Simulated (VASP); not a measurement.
Input of a VASP 6.6.1 run:

Contents of INCAR:

```
SYSTEM = GaP
  PREC = Accurate
  ENCUT = 520
  EDIFF = 1E-8
  ISMEAR = 0
  SIGMA = 0.03
  LREAL = .FALSE.
  LASPH = .TRUE.
  NELM = 80
  ALGO = Fast
  ISIF = 2
  LWAVE = .FALSE.
  LCHARG = .FALSE.
  GGA = PE
  LEPSILON = .TRUE.
```

The input KPOINTS:

```
regular mesh
0
G
  8 8 8
  0 0 0
```

POSCAR

```
GaP                                     
1.0
    0.0000000000      2.7184163015      2.7184163015
    2.7184163015      0.0000000000      2.7184163015
    2.7184163015      2.7184163015      0.0000000000
  Ga              P             
     1     1
Direct
     0.0000000000000000    0.0000000000000000    0.0000000000000000
     0.2500000000000000    0.2500000000000000    0.2500000000000000
```

Potentials or basis: VASP PAW PBE potentials, release 64 (Ga_d, P).

Run with:

```console
$ cat potpaw_PBE.64/Ga_d/POTCAR potpaw_PBE.64/P/POTCAR > POTCAR
$ mpirun -np 1 vasp_std > vasp.out
```

Predict the electronic dielectric tensor (diagonal).

11.09.

Predict the Born charges (mean of the diagonal).

Ga +2.21; P -2.21 e.

Predict the band gap on the k mesh.

1.63 eV, indirect (least direct gap 1.89 eV).

Born effective charge tensors (e):
atom 1, Ga
```
2.21 0.00 0.00
0.00 2.21 0.00
0.00 0.00 2.21
```
atom 2, P
```
-2.21  0.00  0.00
 0.00 -2.21  0.00
 0.00  0.00 -2.21
```

**Experimental background.**

“Stacking defects in GaP nanowires: Electronic structure and optical properties”, 2018, arxiv:1810.01194 quotes, for a bulk crystal of GaP at 10 K: band gap 2.34 eV (indirect).

Against the measured gap of GaP, 2.34 eV (indirect; 10 K; quoted in “Stacking defects in GaP nanowires: Electronic structure and optical properties”, 2018, arxiv:1810.01194), the calculated 1.63 eV is off by -0.71 eV. Spin-orbit coupling on Ga is left out. The value is that of PBE on a finite k mesh, which can miss the band edges, without temperature or zero-point motion. Semilocal functionals fall short of measured gaps as a rule.
